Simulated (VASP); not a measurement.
# Bi (C2/m) in VASP: further runs

The runs below take Bi through single point, with PBE.

Everything below comes from runs of VASP 6.6.1. Logs are shortened: lines on timing, memory, paths and dates and some standing lists are left out, and cuts for length are marked.

**1. The structure**

Symmetry: C2/m, No. 12, monoclinic system. The conventional cell has a = 6.977 Å, b = 6.265 Å, c = 3.359 Å, α = 90.00°, β = 112.04°, γ = 90.00°. Around Bi (site symmetry m) lie 6 Bi at 3.21 to 3.45 Å.

This isn't the form of Bi at room conditions, which is rhombohedral.

**2. Single point, PBE**

Contents of INCAR:

```
PREC = Accurate
ENCUT = 460
EDIFF = 1E-6
ISMEAR = 1
SIGMA = 0.15
LREAL = F
LASPH = T
NELM = 100
ALGO = Normal
ISIF = 2
LWAVE = F
LCHARG = F
GGA = PE
NBANDS = 22
ADDGRID = F
```

Contents of KPOINTS:

```
Automatic mesh
0
Gamma
  4 4 5
```

Contents of POSCAR:

```
Bi
1.0
    3.4885980000     -3.1325780000      0.0000000000
    3.4885980000      3.1325780000      0.0000000000
   -1.2602350000      0.0000000000      3.1135500000
Bi
2
Direct
    0.7530610000      0.7530610000      0.8573820000
    0.2469390000      0.2469390000      0.1426180000
```

Potentials or basis: VASP PAW PBE potentials, release 64 (Bi_d).

The run is started by

```console
$ cat potpaw_PBE.64/Bi_d/POTCAR > POTCAR
$ mpirun -np 1 vasp_std > vasp.out
```

OUTCAR:

```text
PREC = Accurate
   ENCUT = 460
   EDIFF = 1E-6
   ISMEAR = 1
   LREAL = F
   LASPH = T
   NELM = 100
   ISIF = 2
   GGA = PE

 Found     27 irreducible k-points:

 Following reciprocal coordinates:
            Coordinates               Weight
  0.000000  0.000000  0.000000      1.000000
  0.250000  0.000000  0.000000      4.000000
  0.500000  0.000000  0.000000      2.000000
  0.250000  0.250000  0.000000      2.000000
  0.500000  0.250000  0.000000      4.000000
 -0.250000  0.250000  0.000000      2.000000
   k-points           NKPTS =     27   k-points in BZ     NKDIM =     27   number of bands    NBANDS=     22
   number of dos      NEDOS =    301   number of ions     NIONS =      2
   total plane-waves  NPLWV =  31104
   dimension x,y,z NGX =    36 NGY =   36 NGZ =   24
   dimension x,y,z NGXF=    72 NGYF=   72 NGZF=   48
   ions per type =               2
   NGX,Y,Z   is equivalent  to a cutoff of  12.76, 12.76, 11.88 a.u.
   NGXF,Y,Z  is equivalent  to a cutoff of  25.53, 25.53, 23.76 a.u.
 SYSTEM =  unknown system
   PREC   = accura    normal or accurate (medium, high low for compatibility)
   ISTART =      0    job   : 0-new  1-cont  2-samecut
   ICHARG =      2    charge: 1-file 2-atom 10-const
   ISPIN  =      1    spin polarized calculation?
   LNONCOLLINEAR =      F non collinear calculations
   LSORBIT =      F    spin-orbit coupling
   LASPH  =      T    aspherical Exc in radial PAW
   ENCUT  =  460.0 eV  33.81 Ry    5.81 a.u.   8.20  8.20  5.87*2*pi/ulx,y,z
   NELM   =    100;   NELMIN=  2; NELMDL= -5     # of ELM steps
   EDIFF  = 0.1E-05   stopping-criterion for ELM
   LREAL  =      F    real-space projection
   EDIFFG = 0.1E-04   stopping-criterion for IOM
   NSW    =      0    number of steps for IOM
   IBRION =     -1    ionic relax: 0-MD 1-quasi-New 2-CG
   NFREE  =      0    steps in history (QN), initial steepest desc. (CG)
   ISIF   =      2    stress and relaxation
   ISYM   =      2    0-nonsym 1-usesym 2-fastsym
   POTIM  = 0.5000    time-step for ionic-motion
   TEBEG  =    0.0;   TEEND  =   0.0 temperature during run
   PSTRESS=    0.0 pullay stress
   NELECT =      30.0000    total number of electrons
   NUPDOWN=      -1.0000    fix difference up-down
   EMIN   =  10.00;   EMAX   =-10.00  energy-range for DOS
   EFERMI =   0.00;   METHOD = LEGACY
   ISMEAR =     1;   SIGMA  =   0.15  broadening in eV -4-tet -1-fermi 0-gaus
   EFERMI_NEDOS =   21; number of points for ismear=-14 and -15
   IALGO  =     38    algorithm
   IMIX   =      4    mixing-type and parameters
     AMIX     =   0.40;   BMIX     =  1.00
     AMIX_MAG =   1.60;   BMIX_MAG =  1.00
  volume/ion in A,a.u.               =      34.03       229.62
  Fermi-wavevector in a.u.,A,eV,Ry     =   1.245955  2.354514 21.121737  1.552404
  Thomas-Fermi vector in A             =   2.380154
   LORBIT       =      0    0 simple, 1 ext, 2 COOP (PROOUT), +10 PAW based schemes
   GGA     = PE    functional components
   LHFCALC =     F    Hartree Fock is set to
   AEXX    =    0.0000 exact exchange contribution
   IVDW    =     0    specifies the selected vdW correction
   LEPSILON=     F    determine dielectric tensor
   LRPA    =     F    only Hartree local field effects (RPA)
 non-spin polarized calculation
 Methfessel and Paxton  Order N= 1 SIGMA  =   0.15
  energy-cutoff  :      460.00
  volume of cell :       68.05
 maximum number of plane-waves:      1539
 NGX is ok and might be reduce to    36
   NGX = 17   NGY = 17   NGZ = 11

 number of electron      29.9999993 magnetization

 Free energy of the ion-electron system (eV)
  ---------------------------------------------------
  ext. energy  EPLUGINS =         0.00000000
  ---------------------------------------------------
  free energy    TOTEN  =        -7.66264698 eV

  energy without entropy =       -7.66431402  energy(sigma->0) =       -7.66320266

 E-fermi :   6.7079     XC(G=0):  -9.7810

 val. band max:        6.6793394540   @ k =   0.0000   0.0000   0.2000
 cond. band min:       6.7547474031   @ k =  -0.2500  -0.2500   0.2000
 fundamental gap:      0.0754079491
 Fermi energy:         6.7079322292

 k-point     1 :       0.0000    0.0000    0.0000
  band No.  band energies     occupation
      1     -16.1948      2.00000
      2     -16.1749      2.00000
      3     -16.1461      2.00000
      4     -16.0837      2.00000
      5     -16.0239      2.00000
      6     -16.0109      2.00000
[... 14 lines left out ...]
     21      15.0002      0.00000
     22      15.4629      0.00000

 k-point     2 :       0.2500    0.0000    0.0000
  band No.  band energies     occupation
      1     -16.1943      2.00000
      2     -16.1625      2.00000
      3     -16.1378      2.00000
      4     -16.0596      2.00000
      5     -16.0249      2.00000
      6     -16.0119      2.00000
[... 14 lines left out ...]
     21      15.6536      0.00000
     22      16.5687      0.00000

 k-point     3 :       0.5000    0.0000    0.0000
  band No.  band energies     occupation
      1     -16.1965      2.00000
      2     -16.1682      2.00000
      3     -16.0841      2.00000
      4     -16.0514      2.00000
      5     -16.0193      2.00000
      6     -15.9942      2.00000
[... 14 lines left out ...]
     21      15.3849      0.00000
     22      15.8050      0.00000

 k-point     4 :       0.2500    0.2500    0.0000
  band No.  band energies     occupation
      1     -16.1916      2.00000
      2     -16.1688      2.00000
      3     -16.0981      2.00000
      4     -16.0431      2.00000
      5     -16.0211      2.00000
      6     -16.0209      2.00000
[... 14 lines left out ...]
     21      15.6650      0.00000
     22      16.9243      0.00000

 k-point     5 :       0.5000    0.2500    0.0000
  band No.  band energies     occupation
      1     -16.1969      2.00000
      2     -16.1740      2.00000
      3     -16.0600      2.00000
      4     -16.0331      2.00000
      5     -16.0125      2.00000
      6     -15.9975      2.00000
[... 14 lines left out ...]
     21      15.9253      0.00000
     22      16.4089      0.00000

 k-point     6 :      -0.2500    0.2500    0.0000
  band No.  band energies     occupation
      1     -16.1991      2.00000
      2     -16.1695      2.00000
      3     -16.1176      2.00000
      4     -16.0391      2.00000
      5     -16.0108      2.00000
      6     -16.0098      2.00000
[... 14 lines left out ...]
     21      15.4130      0.00000
     22      15.4606      0.00000

 [... further k-points ...]
[... 5 lines left out ...]
  --------------------------------------------------------------------------------------
  -------------------------------------------------------------------------------------
  Total        0.0134934     -0.4550954      0.5696659      0.0000000      0.0000000     -0.0742047
  in kB        0.3176814    -10.7145601     13.4119568      0.0000000      0.0000000     -1.7470411
  external PRESSURE =       1.0050260 kB  Pullay stress =       0.0000000 kB

 VOLUME and BASIS-vectors are now :
 -----------------------------------------------------------------------------
  energy-cutoff  :      460.00
  volume of cell :       68.05
      direct lattice vectors                 reciprocal lattice vectors
     3.488598000 -3.132578000  0.000000000     0.143324052 -0.159612945  0.058011590
     3.488598000  3.132578000  0.000000000     0.143324052  0.159612945  0.058011590
    -1.260235000  0.000000000  3.113550000     0.000000000  0.000000000  0.321176792

 POSITION                                       TOTAL-FORCE (eV/Angst)
 -----------------------------------------------------------------------------------
      4.17375      0.00000      2.66950         0.114292      0.000000      0.101134
      1.54321      0.00000      0.44405        -0.114292      0.000000     -0.101134
 -----------------------------------------------------------------------------------
    total drift:                               -0.000000      0.000000      0.000000

  FREE ENERGIE OF THE ION-ELECTRON SYSTEM (eV)
  ---------------------------------------------------
  free  energy   TOTEN  =        -7.6626469813 eV

  energy  without entropy=       -7.6643140214  energy(sigma->0) =       -7.66320266
```

Run time: 11 s. Hardware: 1 thread of Intel Xeon Platinum 8488C (Sapphire Rapids), shared host; peak memory 0.18 GiB.

The run converged, but some of its settings lie outside the range that counts as converged, so its numbers aren't taken as properties of the crystal.

What came out:

* Free energy: -7.6626 eV
* Pressure: 0.1 GPa
* Largest force: 0.153 eV/Å
* Band gap on the k mesh: none (metal or under the smearing width)

Caveat: the k mesh is coarse (spacing up to 0.40 Å⁻¹), so the values aren't converged; spin-orbit coupling is left out, which moves the levels of the heavy elements.

**3. Single point, PBE**

INCAR is that of step 2.

Contents of KPOINTS:

```
Automatic mesh
0
Gamma
  4 4 6
```

POSCAR is that of step 2.

Potentials or basis: VASP PAW PBE potentials, release 64 (Bi_d).

The run is started by

```console
$ cat potpaw_PBE.64/Bi_d/POTCAR > POTCAR
$ mpirun -np 1 vasp_std > vasp.out
```

Wall time 14 s (1 thread of Intel Xeon Platinum 8488C (Sapphire Rapids), shared host); peak memory 0.18 GiB.

These settings aren't checked as converged: the numbers below hold their error.

Results:

```yaml
Free_energy: -7.7037 eV
Pressure: -0.1 GPa
Largest_force: 0.112 eV/Å
Band_gap_on_the_k_mesh: none (metal or under the smearing width)
```

Caveat: spin-orbit coupling is left out, which moves the levels of the heavy elements.

**4. Single point, PBE**

Changes to INCAR since step 3:

```diff
@@ -1,3 +1,3 @@
 PREC = Accurate
-ENCUT = 460
+ENCUT = 520
 EDIFF = 1E-6
```

Contents of KPOINTS:

```
Automatic mesh
0
Gamma
  4 4 5
```

POSCAR is that of step 3.

The run is started by

```console
$ cat potpaw_PBE.64/Bi_d/POTCAR > POTCAR
$ mpirun -np 1 vasp_std > vasp.out
```

It took 14 s on 1 thread of Intel Xeon Platinum 8488C (Sapphire Rapids), shared host; peak memory 0.18 GiB.

The run converged, but some of its settings lie outside the range that counts as converged, so its numbers aren't taken as properties of the crystal.

Results:

* Free energy: -7.6620 eV
* Pressure: 0.0 GPa
* Largest force: 0.152 eV/Å
* Band gap on the k mesh: none (metal or under the smearing width)

Caveat: the k mesh is coarse (spacing up to 0.40 Å⁻¹), so the values aren't converged; spin-orbit coupling is left out, which moves the levels of the heavy elements.

**5. Single point, PBE**

INCAR is that of step 4.

Contents of KPOINTS:

```
Automatic mesh
0
Gamma
  4 4 6
```

POSCAR is that of step 4.

The run is started by

```console
$ cat potpaw_PBE.64/Bi_d/POTCAR > POTCAR
$ mpirun -np 1 vasp_std > vasp.out
```

Wall time 18 s (1 thread of Intel Xeon Platinum 8488C (Sapphire Rapids), shared host); peak memory 0.19 GiB.

The run converged, but some of its settings lie outside the range that counts as converged, so its numbers aren't taken as properties of the crystal.

Results:

| Quantity | Value |
| --- | --- |
| Free energy | -7.7031 eV |
| Pressure | -0.1 GPa |
| Largest force | 0.112 eV/Å |
| Band gap on the k mesh | none (metal or under the smearing width) |

Caveat: spin-orbit coupling is left out, which moves the levels of the heavy elements.

**6. The reference run**

An earlier run on the cell as given: functional PBEsol; potentials or basis VASP PAW PBE potentials, release 64 (Bi_d); cutoff 520 eV; k mesh 6 × 6 × 9; occupations fermi-dirac, width 0.05 eV; no spin polarisation.

* Pressure: -2.5 GPa
* Largest force: 0.057 eV/Å
* Band gap on the k mesh: none (metal or under the smearing width)
